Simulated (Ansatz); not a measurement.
**CuAu: from a trial structure to a relaxed crystal**

Theory: Ansatz 0.2.0, DFT PBE, scalar-relativistic, plane waves, PAW. Cutoff 420 eV, Γ-centred k mesh, Gaussian smearing, no spin polarisation in the final step.

A relaxed cell is given with its space group left out.

```xyz
8
Lattice="4.9772 0.0000 0.0000 0.0000 4.9772 0.0000 0.0000 0.0000 4.9772" Properties=species:S:1:pos:R:3 pbc="T T T"
Cu    0.7652    0.7652    0.7652
Cu    1.7234    4.2119    3.2538
Cu    3.2538    1.7234    4.2119
Cu    4.2119    3.2538    1.7234
Au    4.2095    4.2095    4.2095
Au    3.2563    0.7677    1.7209
Au    1.7209    3.2563    0.7677
Au    0.7677    1.7209    3.2563
```

The zero of energy is the elements' standard structures at the same level; no fitted shifts are applied.

Problem. What space group does it have?

Solution. P2_13 (No. 198). Conventional cell: a = 4.977 Å. Cu has 7 Au at 2.66–2.67 Å and 6 Cu at 3.07 Å; Au is coordinated by 7 Cu at 2.66–2.67 Å and 6 Au at 3.08 Å.

Problem. How far does it lie from the elements in energy?

Solution. 0.01 eV/atom.

Problem. Is it a metal?

Solution. Yes, bands cross the Fermi level on the 8×8×8 mesh.

The final run used a 8×8×8 mesh on its 8-atom cell and 0.10 eV smearing. The k mesh leaves about 4 meV/atom of noise in metals. Spin–orbit coupling is left out. The cell came from a trial start, so CuAu may not exist in this structure.

Cost: 3 runs of about 6 core-minutes in all, on Arm Neoverse V2 (shared hosts).